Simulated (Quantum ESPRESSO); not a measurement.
# AlN (P6_3mc) in Quantum ESPRESSO: settings compared

Aim: see how the results for AlN move with the level of theory and the settings. Levels: LDA, PBE. Tasks: phonon dispersion, phonons.

Everything below comes from runs of Quantum ESPRESSO 7.5. Logs are shortened: lines on timing, memory, paths and dates and some standing lists are left out, and cuts for length are marked.

### Step 1. The structure

The structure is hexagonal, space group P6_3mc (No. 186). The conventional cell has a = 3.113 Å, b = 3.113 Å, c = 4.981 Å, α = 90.00°, β = 90.00°, γ = 120.00°. Al (site symmetry 3m) is surrounded by 4 N at 1.89 Å. N (site symmetry 3m) has 4 Al at 1.89 Å as nearest neighbours.

[end of part 1 of 5]
